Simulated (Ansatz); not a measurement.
## Ag2O: the gap against volume

Ag2O, Pn-3m, a = 4.756 Å. Ansatz: r2SCAN, PAW, 500 eV, Γ-centred 8×8×8 mesh on 6 atoms, Gaussian smearing 0.01 eV; no spin polarisation. Symmetry fixes shape and atoms, so the cell is only scaled; x = ln(V/V0) with V0 = 17.932 Å³/atom. The gap is read at the mesh points alone.

```
      x gap y (eV)
-0.0619       0.339
-0.0305           ?
 0.0000       0.240
 0.0296       0.200
 0.0583       0.165
```

Fit a straight line to the other rows, give the volume deformation potential of the gap and its pressure coefficient, and predict the missing gap. B0 = 82.7 GPa.

Means x = 0.006500, y = 0.23600; Σ(Δx)² = 0.007938, ΣΔxΔy = -0.01158; the slope is their ratio. y = 0.2455 − 1.459 x. The slope is the deformation potential a = dE_g/d ln V = -1.46 eV, and dE_g/dP = −a/B0 = 17.6 meV/GPa. At x = -0.0305 the fit asked for gives 0.290 eV. The run gave 0.287 eV, so the fit is 0.003 eV too high, within the rms miss on the fitted rows (0.004 eV).

Semilocal functionals give gaps under the measured ones; where shallow d states of Zn, Cd, Cu or Ag mix into an O valence top, changes of the gap are off too.

Cost: 5 runs of about 3.9 core-minutes in all, on Arm Neoverse V1 (shared hosts).